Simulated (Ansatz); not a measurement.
## InPd: relaxation of cell and atoms with PBEsol

InPd:

```
CELL_PARAMETERS angstrom
3.27188 0.00000 0.00000
0.00000 3.27188 0.00000
0.00000 0.00000 3.27188
ATOMIC_POSITIONS crystal
In 0.00000 0.00000 0.00000
Pd 0.50000 0.50000 0.50000
```

The cell comes from a database or a generator and needn't be the stable form of this composition.

```json
{
  "Program": "Ansatz 0.2.0",
  "Task": "relaxation of cell and atoms",
  "Functional": "PBEsol",
  "Potentials or basis": "Ansatz PAW",
  "Cutoff": "420 eV (not typed: the program's choice for these potentials)",
  "k mesh": "8 × 8 × 8",
  "Occupations": "fermi-dirac, width 0.05 eV",
  "Spin": "no spin polarisation",
  "Target pressure": "5 GPa",
  "Target pressure (GPa)": "5"
}
```

The relaxed volume is 16.56 Å³/atom and the relaxed cell is a = 3.211 Å, b = 3.211 Å, c = 3.211 Å, α = 90.00°, β = 90.00°, γ = 90.00°. The space group after relaxing (to 0.05 Å) is Pm-3m (No. 221). The energy change on relaxing (the enthalpy is what falls) is +4.6 meV/atom and the ionic steps are 4. The pressure after relaxing is 5.0 GPa. The band gap on the k mesh is none (metal or under the smearing width).

The path:
| step | energy change (eV) | largest force (eV/Å) | volume (Å³) |
| --- | --- | --- | --- |
| 1 | 0.0000 | 0.0000 | 35.03 |
| 2 | -0.0005 | 0.0000 | 33.46 |
| 3 | 0.0083 | 0.0000 | 33.12 |
| 4 | 0.0092 | 0.0000 | 33.12 |

Final structure:
```xyz
2
Lattice="3.2114 0.0000 0.0000 0.0000 3.2114 0.0000 0.0000 0.0000 3.2114" Properties=species:S:1:pos:R:3 pbc="T T T"
In    0.0000    0.0000    0.0000
Pd    1.6057    1.6057    1.6057
```

Levels at points of the mesh, in eV from the Fermi level:
```
              k point  band 13  band 14  band 15  band 16  band 17  band 18  band 19  band 20
   (0.00, 0.00, 0.00)    -2.30    -2.30    -2.30     4.36     4.36     4.36    10.19    11.08
  (0.00, 0.00, -0.50)    -3.40    -3.40    -2.40    -1.06    10.12    10.12    10.17    11.14
 (0.00, -0.50, -0.50)    -2.74    -2.48    -2.48    -1.68     1.83     2.73     9.92    11.51
(-0.50, -0.50, -0.50)    -1.63    -1.63     0.21     3.94     3.94     3.94     4.72     4.72
```

It took 7.5 s on 2 threads of Arm Neoverse N1, with other jobs on the host, peak memory 0.32 GiB.

Caveat: the plane-wave basis is chosen anew once the cell has moved, so the energies of steps on either side of that aren't comparable; the PAW data sets come from PBE, with cores solved anew for the run's functional, which leaves a small shift of forces and pressure.
